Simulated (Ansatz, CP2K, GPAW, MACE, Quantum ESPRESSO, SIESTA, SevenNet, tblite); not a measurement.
# CP2K on twisted graphene bilayer, 46.83° (76 atoms): settings against a plane-wave reference

Aim: run twisted graphene bilayer, 46.83° (76 atoms) in CP2K and see how near its forces come to a plane-wave reference, and at what cost.

Main program and level: CP2K 2026.2; the method is named at each step.

**1. Set-up**

The cell holds 76 atoms: 76 C. Cell: a = 10.723 Å, b = 10.723 Å, c = 15.530 Å, α = 90.0°, β = 90.0°, γ = 120.0°. It derives from C (graphene). Graphene (a = 2.46 Å) under graphene (a = 2.46 Å), bilayer, commensurate cell of 19 unit cells a layer, twist 46.83 deg; facing planes 3.53 Å apart as built; 12 Å of vacuum; minimised with a classical potential Then every atom was moved at random, 0.05 Å r.m.s. a Cartesian component. Regions: layer 1, 38 atoms (38 C); layer 2, 38 atoms (38 C). Vacuum lies along c.

The yardstick, on the same geometry:

| Quantity | Value |
| --- | --- |
| method | Kohn-Sham DFT, PBE, PAW, plane waves (Ansatz 0.2.0); cutoff 420 eV, Γ point, fermi-dirac smearing of 0.05 eV; PAW set soft_2 |
| r.m.s. force component | 2.977 eV/Å |
| longest force | 12.8 eV/Å |
| SCF cycles | 9 |
| time | 6.7 s on 8 threads of Arm Neoverse V2, shared host |
| CPU time | 45 s |

**2. PBE, DZVP-MOLOPT-SR, 450/50 Ry, diagonalisation**

Method: Kohn-Sham DFT, PBE, GTH-PBE pseudopotentials, Gaussian and plane waves, DZVP-MOLOPT-SR-GTH, diagonalisation.

File input.inp:

```
&GLOBAL
  PROJECT cell
  RUN_TYPE ENERGY_FORCE
  PRINT_LEVEL LOW
&END GLOBAL
&FORCE_EVAL
  METHOD QS
  &DFT
    BASIS_SET_FILE_NAME BASIS_MOLOPT
    POTENTIAL_FILE_NAME GTH_POTENTIALS
    &MGRID
      CUTOFF 450
      REL_CUTOFF 50
    &END MGRID
    &QS
      EPS_DEFAULT 1.0E-12
    &END QS
    &SCF
      SCF_GUESS ATOMIC
      EPS_SCF 1.0E-06
      MAX_SCF 200
      ADDED_MOS 34
      &DIAGONALIZATION
        ALGORITHM STANDARD
      &END DIAGONALIZATION
      &SMEAR ON
        METHOD FERMI_DIRAC
        ELECTRONIC_TEMPERATURE [K] 580
      &END SMEAR
      &MIXING
        METHOD BROYDEN_MIXING
        ALPHA 0.15
        NBROYDEN 8
      &END MIXING
      &PRINT
        &RESTART OFF
        &END RESTART
      &END PRINT
    &END SCF
    &XC
      &XC_FUNCTIONAL PBE
      &END XC_FUNCTIONAL
    &END XC
    &PRINT
      &MULLIKEN ON
      &END MULLIKEN
      &LOWDIN ON
      &END LOWDIN
      &MO ON
        EIGENVALUES T
        OCCUPATION_NUMBERS T
        MO_INDEX_RANGE 141 164
        &EACH
          QS_SCF 0
        &END EACH
        ADD_LAST NUMERIC
      &END MO
    &END PRINT
  &END DFT
  &SUBSYS
    &CELL
      A 10.72290 0.00000 0.00000
      B -5.36145 9.28630 0.00000
      C 0.00000 0.00000 15.53000
    &END CELL
    &TOPOLOGY
      COORD_FILE_NAME structure.xyz
      COORD_FILE_FORMAT XYZ
    &END TOPOLOGY
    &KIND C
      BASIS_SET DZVP-MOLOPT-SR-GTH-q4
      POTENTIAL GTH-PBE-q4
    &END KIND
  &END SUBSYS
  &PRINT
    &FORCES ON
    &END FORCES
  &END PRINT
&END FORCE_EVAL
```

File structure.xyz:

```xyz
76

C -2.26141 7.13717 5.99613
C -1.39226 6.08104 6.05934
C 2.76565 0.35381 6.06990
C -1.69899 8.55055 6.11199
C 0.53984 1.24854 6.08326
C 1.40245 0.08766 6.03294
C 0.23789 3.73801 6.12705
C 1.17512 2.60666 6.10810
C -0.01930 6.25339 6.06804
C 0.84309 5.03364 6.10391
C -0.31166 8.56856 6.04226
C 0.45819 7.59229 6.05810
C 2.60808 2.77298 6.08667
C 3.38763 1.63801 6.09879
C 2.26570 5.28140 6.03527
C 3.05099 4.20484 5.97812
C 1.93591 7.70206 6.06773
C 2.83953 6.46735 6.06571
C 7.12124 0.80354 6.01586
C 2.52010 8.94921 6.09149
C 4.73700 1.79569 6.01073
C 5.61901 0.75943 5.97827
C 4.53943 4.21097 6.05111
C 5.38853 3.01238 6.04133
C 4.29168 6.75160 6.05996
C 5.09751 5.45709 6.03061
C 3.86287 9.05646 6.05390
C 4.80665 8.02949 6.13357
C 6.76620 3.27463 5.98495
C 7.65063 2.15934 6.11618
C 6.44200 5.77589 6.06975
C 7.29581 4.51361 6.11571
C -4.50946 8.13043 6.08403
C -3.69527 6.96575 6.08310
C 9.00284 2.26623 6.08093
C 9.83295 1.07545 6.11556
C -1.90766 4.70676 6.08807
C -1.09872 3.57030 6.02580
C 7.83828 0.34554 9.41553
C 7.26798 1.61136 9.51942
C 6.16797 4.20809 9.48790
C 5.67633 5.58376 9.52067
C 5.95984 1.78938 9.50032
C 5.39464 3.00050 9.48153
C 0.25220 8.64257 9.38789
C 5.08630 0.62014 9.49163
C 4.15839 5.72380 9.46538
C 3.72733 6.97559 9.47578
C 4.04248 3.23693 9.48603
C 3.37728 4.59208 9.45140
C 3.66439 0.76863 9.51896
C 3.13307 2.10270 9.49256
C 2.20693 7.19363 9.51197
C 1.63991 8.57042 9.51632
C 1.99108 4.73165 9.48262
C 1.39403 6.05439 9.43479
[... 16 atom lines left out ...]
C 8.20500 2.68959 9.46554
C 7.68505 4.02385 9.48976
C 6.44795 6.66283 9.45311
C 5.95855 7.96180 9.44286
```

Run with:

```
$ OMP_NUM_THREADS=2 cp2k.psmp -i input.inp > output.txt
```

Output:

```text
CP2K| version string:                                       CP2K version 2026.2
 CP2K| Input file name                                                 input.inp
 GLOBAL| Basis set file name                                        BASIS_MOLOPT
 GLOBAL| Potential file name                                      GTH_POTENTIALS
 GLOBAL| Run type                                                   ENERGY_FORCE
 GLOBAL| Total number of message passing processes                             1
 GLOBAL| Number of threads for this process                                    2
 TOTAL NUMBERS AND MAXIMUM NUMBERS
  Total number of            - Atomic kinds:                                   1
                             - Atoms:                                         76
                             - Shell sets:                                    76
                             - Shells:                                       380
                             - Primitive Cartesian functions:                380
                             - Cartesian basis functions:                   1064
                             - Spherical basis functions:                    988
  Maximum angular momentum of- Orbital basis functions:                        2
                             - Local part of the GTH pseudopotential:          2
                             - Non-local part of the GTH pseudopotential:      0
 SCF PARAMETERS         Density guess:                                    ATOMIC
                        max_scf:                                             200
                        eps_scf:                                        1.00E-06
                        added MOs                                        34    0
                        Mixing method:                            BROYDEN_MIXING
                                                charge density mixing in g-space
                        Smear method:                                FERMI_DIRAC
                        Electronic temperature [K]:                        580.0
                        Electronic temperature [a.u.]:                  1.84E-03
                        Accuracy threshold:                             1.00E-10
 Extrapolation method: initial_guess
 Number of electrons:                                                        304
 Number of occupied orbitals:                                                152
 Number of molecular orbitals:                                               186
 Number of orbital functions:                                                988
 Number of independent orbital functions:                                    988
 SCF WAVEFUNCTION OPTIMIZATION
  Step     Update method      Time    Convergence         Total energy    Change
     1 NoMix/Diag. 0.15E+00    3.9     0.92775661      -429.8958037768 -4.30E+02
     2 Broy./Diag. 0.15E+00    6.1     0.02118816      -413.2506764139  1.66E+01
     3 Broy./Diag. 0.15E+00    6.1     0.07754420      -428.0137801405 -1.48E+01
     4 Broy./Diag. 0.15E+00    6.4     0.01820655      -434.2335139123 -6.22E+00
     5 Broy./Diag. 0.15E+00    6.3     0.01704656      -433.8666891384  3.67E-01
     6 Broy./Diag. 0.15E+00    6.2     0.00532383      -433.1599221219  7.07E-01
     7 Broy./Diag. 0.15E+00    6.6     0.00257272      -432.6563608490  5.04E-01
[...]
21 Broy./Diag. 0.15E+00    6.5     0.00000323      -432.5419228122 -7.97E-05
    22 Broy./Diag. 0.15E+00    6.4     0.00000138      -432.5419423657 -1.96E-05
    23 Broy./Diag. 0.15E+00    6.4     0.00000051      -432.5419442701 -1.90E-06
  *** SCF run converged in    23 steps ***
  Electronic density on regular grids:       -303.9999999999        0.0000000001
  Core density on regular grids:              303.9999999997       -0.0000000003
  Total charge density on r-space grids:       -0.0000000002
  Total charge density g-space grids:          -0.0000000002
  Overlap energy of the core charge distribution:               3.74342e-05
  Self energy of the core charge distribution:              -1013.460602
  Core Hamiltonian energy:                                    319.214538
  Hartree energy:                                             395.008867
  Exchange-correlation energy:                               -133.304784
  Electronic entropic energy:                                  -0.000000
  Fermi energy:                                                 0.000861461
  Total energy:                                              -432.541944
  Total energy (extrapolated to T->0):                       -432.541944
 MO| EIGENVALUES AND OCCUPATION NUMBERS
 MO|
 MO|  Index      Eigenvalue [a.u.]        Eigenvalue [eV]             Occupation
 MO|    141              -0.102207              -2.781207               2.000000
 MO|    142              -0.098786              -2.688114               2.000000
 MO|    143              -0.096741              -2.632457               2.000000
 MO|    144              -0.094433              -2.569655               2.000000
 MO|    145              -0.090736              -2.469064               2.000000
 MO|    146              -0.086359              -2.349940               2.000000
[...]
MO|    162               0.085537               2.327575               0.000000
 MO|    163               0.087401               2.378297               0.000000
 MO|    164               0.090891               2.473259               0.000000
 MO| Sum:                                                             304.000000
 MO| E(Fermi):            0.000861 a.u.          0.023442 eV
 !-----------------------------------------------------------------------------!
                     Mulliken Population Analysis
 #  Atom  Element  Kind  Atomic population                           Net charge
       1     C        1          3.997380                              0.002620
       2     C        1          3.998775                              0.001225
       3     C        1          4.007228                             -0.007228
       4     C        1          3.992619                              0.007381
       5     C        1          3.996563                              0.003437
       6     C        1          4.000697                             -0.000697
[...]
# Total charge                            304.000000                 -0.000000
 !-----------------------------------------------------------------------------!
 LOWDIN POPULATION ANALYSIS
 #  Atom  Element  Kind  Atomic population                           Net charge
[...]
74     C        1          3.958760                              0.041240
      75     C        1          4.013493                             -0.013493
      76     C        1          3.991222                              0.008778
 # Total charge                            304.000000                  0.000000
 ENERGY| Total FORCE_EVAL ( QS ) energy [hartree]           -432.541931
 FORCES| Atomic forces [hartree/bohr]
 FORCES|   Atom     x               y               z               |f|
 FORCES|      1 -2.50842500E-02  7.31875864E-02  2.60163438E-02   8.16240930E-02
 FORCES|      2 -1.38120591E-02 -6.59177354E-02 -2.51827371E-03   6.73963094E-02
 FORCES|      3  5.06521321E-02 -9.92299414E-03  3.47900115E-03   5.17320765E-02
 FORCES|      4 -4.17528806E-02 -8.35191619E-02 -2.50293594E-02   9.66706899E-02
 FORCES|      5  1.24883874E-02  2.25860988E-02 -6.03419871E-04   2.58158051E-02
 FORCES|      6 -1.33832149E-02  7.06200532E-02  8.77097835E-03   7.24101679E-02
[...]
FORCES|     74 -7.35727909E-02  3.81656690E-02 -2.66621334E-03   8.29257652E-02
 FORCES|     75  9.93487491E-02  3.15201117E-02  2.53032746E-03   1.04259743E-01
 FORCES|     76 -3.17622544E-02  5.40071179E-02  1.98327927E-02   6.57187131E-02
 FORCES| Sum    -2.11685027E-04 -7.11782853E-05  6.73357634E-05
 FORCES| Total atomic force                                       2.33261664E-04
```

Wall time 2.6 min (2 threads of Arm Neoverse V2, shared host); peak memory 2.9 GiB.

Banners and routine set-up lines are dropped from the logs; longer cuts are marked.

Against the reference:

- r.m.s. force component: 3.024 eV/Å
- r.m.s. difference of force components: 53.32 meV/Å
- longest difference of force vectors: 183.5 meV/Å
- force difference over r.m.s. force: 1.791 %
- slope of forces against the reference's: 1.016
- correlation of force components: 1

A closer look about C11, which bears the longest force: 10 atoms, nearest first, numbered in the order of the input, with positions taken from that point.

```csv
atom,x,y,z,distance (Å),bonds,Mulliken charge (e),Fx,Fy,Fz (eV/Å)
C11,0.00,0.00,0.00,0.00,3,0.01,-4.02,12.34,-0.18
C12,0.77,-0.98,0.02,1.24,3,-0.01,8.55,-8.48,-0.03
C4,-1.39,-0.02,0.07,1.39,3,0.01,-2.15,-4.29,-1.29
C22,0.57,1.48,-0.06,1.58,3,0.02,2.93,-6.60,0.43
C9,0.29,-2.32,0.03,2.33,3,0.00,1.51,-2.23,0.17
C17,2.25,-0.87,0.03,2.41,3,0.00,-0.50,-3.18,0.04
C1,-1.95,-1.43,-0.05,2.42,3,0.00,-1.29,3.76,1.34
C3,-2.28,1.07,0.03,2.52,3,-0.01,2.60,-0.51,0.18
C21,-0.31,2.51,-0.03,2.53,3,-0.01,2.97,-0.22,0.18
C19,2.07,1.52,-0.03,2.57,3,0.00,-4.84,3.92,0.51
```

Forces lie 1.8 % from the reference's, at 6.5 times its CPU time (on 2 against 8 cores).

**3. GFN1-xTB, diagonalisation**

Method: GFN1-xTB tight binding (the program's own implementation), diagonalisation.

File input.inp:

```
&GLOBAL
  PROJECT cell
  RUN_TYPE ENERGY_FORCE
  PRINT_LEVEL LOW
&END GLOBAL
&FORCE_EVAL
  METHOD QS
  &DFT
    &QS
      METHOD XTB
      &XTB
        GFN_TYPE 1
        DO_EWALD T
        CHECK_ATOMIC_CHARGES F
      &END XTB
    &END QS
    &SCF
      SCF_GUESS ATOMIC
      EPS_SCF 1.0E-06
      MAX_SCF 200
      ADDED_MOS 57
      &DIAGONALIZATION
        ALGORITHM STANDARD
      &END DIAGONALIZATION
      &SMEAR ON
        METHOD FERMI_DIRAC
        ELECTRONIC_TEMPERATURE [K] 580
      &END SMEAR
      &MIXING
        METHOD BROYDEN_MIXING
        ALPHA 0.15
        NBROYDEN 8
      &END MIXING
      &PRINT
        &RESTART OFF
        &END RESTART
      &END PRINT
    &END SCF
    &PRINT
      &MULLIKEN ON
      &END MULLIKEN
    &END PRINT
  &END DFT
  &SUBSYS
    &CELL
      A 10.72290 0.00000 0.00000
      B -5.36145 9.28630 0.00000
      C 0.00000 0.00000 15.53000
    &END CELL
    &COORD
      C -2.26141 7.13717 5.99613
      C -1.39226 6.08104 6.05934
      C 2.76565 0.35381 6.06990
      C -1.69899 8.55055 6.11199
      C 0.53984 1.24854 6.08326
      C 1.40245 0.08766 6.03294
      C 0.23789 3.73801 6.12705
      C 1.17512 2.60666 6.10810
      C -0.01930 6.25339 6.06804
      C 0.84309 5.03364 6.10391
      C -0.31166 8.56856 6.04226
      C 0.45819 7.59229 6.05810
      C 2.60808 2.77298 6.08667
      C 3.38763 1.63801 6.09879
      C 2.26570 5.28140 6.03527
      C 3.05099 4.20484 5.97812
      C 1.93591 7.70206 6.06773
      C 2.83953 6.46735 6.06571
      C 7.12124 0.80354 6.01586
      C 2.52010 8.94921 6.09149
[... 52 atom lines left out ...]
      C 8.20500 2.68959 9.46554
      C 7.68505 4.02385 9.48976
      C 6.44795 6.66283 9.45311
      C 5.95855 7.96180 9.44286
    &END COORD
  &END SUBSYS
  &PRINT
    &FORCES ON
    &END FORCES
  &END PRINT
&END FORCE_EVAL
```

Run with:

```
$ OMP_NUM_THREADS=1 cp2k.psmp -i input.inp > output.txt
```

Output:

```text
CP2K| version string:                                       CP2K version 2026.2
 CP2K| Input file name                                                 input.inp
 GLOBAL| Basis set file name                                           BASIS_SET
 GLOBAL| Potential file name                                           POTENTIAL
 GLOBAL| Run type                                                   ENERGY_FORCE
 GLOBAL| Total number of message passing processes                             1
 GLOBAL| Number of threads for this process                                    1
                  #####   #####        #          ####### ######
                 #     # #     #      #              #    #     #
                 #     # #           #    ##   ##    #    #     #
[... lines left out ...]
                        Smear method:                                FERMI_DIRAC
[... lines left out ...]
 Number of electrons:                                                        304
[... lines left out ...]
  Step     Update method      Time    Convergence         Total energy    Change
[... lines left out ...]
  *** SCF run converged in    32 steps ***
[... lines left out ...]
  Electronic energy:                                            0.00736737
  DFTB3 3rd order energy:                                      -1.45596e-07
  Dispersion energy:                                           -0.209242
  Correction for halogen bonding:                               0.000000
  Electronic entropic energy:                                  -7.1e-13
  Fermi energy:                                                -0.361742
  Total energy:                                              -161.263271
  Total energy (extrapolated to T->0):                       -161.263271
 MULLIKEN POPULATION ANALYSIS
  # Atom   Element   Kind        Atomic population                    Net charge
       1     C          1                 4.009792                     -0.009792
       2     C          1                 3.992499                      0.007501
       3     C          1                 3.995119                      0.004881
[...]
75     C          1                 3.998600                      0.001400
      76     C          1                 4.004084                     -0.004084
 # Total charge                         304.000000                      0.000000
 ENERGY| Total FORCE_EVAL ( QS ) energy [hartree]           -161.263271
 FORCES| Atomic forces [hartree/bohr]
 FORCES|   Atom     x               y               z               |f|
 FORCES|      1 -2.13671232E-02  7.22463213E-02  2.42449414E-02   7.91448171E-02
 FORCES|      2 -1.47307182E-02 -6.13624038E-02 -4.60154912E-04   6.31074512E-02
 FORCES|      3  4.63664384E-02 -8.47579055E-03  3.80363760E-03   4.72879825E-02
[...]
FORCES|     75  8.89098452E-02  2.90265054E-02  1.20223252E-03   9.35357897E-02
 FORCES|     76 -2.59357565E-02  5.18594217E-02  1.58165470E-02   6.01017990E-02
 FORCES| Sum     2.81025203E-15 -1.59594560E-16 -4.21537805E-15
 FORCES| Total atomic force                                       5.06876701E-15
```

Elapsed: 2.2 s, on 1 thread; peak memory 0.2 GiB.

Numbers from this run, and their distance from the reference:

```
r.m.s. force component                  : 2.895 eV/Å
r.m.s. difference of force components   : 169.6 meV/Å
longest difference of force vectors     : 573.4 meV/Å
force difference over r.m.s. force      : 5.698 %
slope of forces against the reference's : 0.9712
correlation of force components         : 0.9987
```

Against the first run (1.8 %), the force difference from the reference is 5.7 %, at 0.0077 times the CPU time (on 1 against 2 cores); the model has changed, so this is no error of the program alone.

(Continued in part 2 of 3.)

[Long decimals in the printed logs are rounded to 6 places.]

[Also dropped from logs without a mark: lines with file paths, logging warnings of Python, QE's lines on negative density and diagonalisation, SIESTA's first energy breakdown, zero terms and Voronoi charges.]

[Logs are printed without paths, hosts, clocks, repeated set-up lines and the standing remarks that a program may print on its own settings, such as how far it seeks lower states.]

[Hosts, paths, dates, database ids (printed as entryN), source tags and the programs' standing remarks are cut or masked in the printed files.]

[Most failed runs of this program on this cell are left out, timed-out ones always.]
